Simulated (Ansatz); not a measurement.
HgTe, DFT, LDA, all-electron PAW with datasets made for the crystal, scalar-relativistic (Ansatz 0.2.0), run on 1 thread of Intel(R) Xeon(R) 6975P-C (Granite Rapids) on a shared host.

The cell is COD entry 1539232, as deposited and not checked against the literature; nothing was relaxed. The listed cell was then made from it by scaling, straining or moving an atom.

Command: `ansatz run input.yaml --threads 1 --pin off --max-ram 3072MiB --backend cpu --events-out ev --progress --plain --runs-dir out`

```yaml
crystal:
  lattice:
    - [0.0, 3.2235, 3.15903]
    - [3.2235, 0.0, 3.15903]
    - [3.2235, 3.2235, 0.0]
  atoms:
    - { symbol: Hg, position: [0.0, 0.0, 0.0] }
    - { symbol: Te, position: [0.75, 0.75, 0.75] }
kpoints:
  mp_grid: { grid: [11, 11, 11] }
scf:
  occupations: { method: fermi_dirac, width: 0.03 }
hamiltonian:
  xc: lda
  pseudopotentials: { kind: all_electron, datasets: crystal }
output:
  forces: true
  stress: true
  eigenvalues: true
  efg: { contact_densities: true }
```

(1) How large is the problem that the program sets up?

(2) Estimate the wall time and the peak memory.

(3) And the same cell and mesh by frozen-core PAW, asked for forces, stress, eigenvalues, efg, on the same hardware?

Results:

(1) 126 irreducible k-points, 535 plane waves at Γ, 13 bands.

(2) 13 s of wall time for 10 SCF iterations, with a peak of 0.78 GiB. Times on shared machines scatter by tens of per cent.

(3) 8.4 s, peak memory 0.57 GiB.
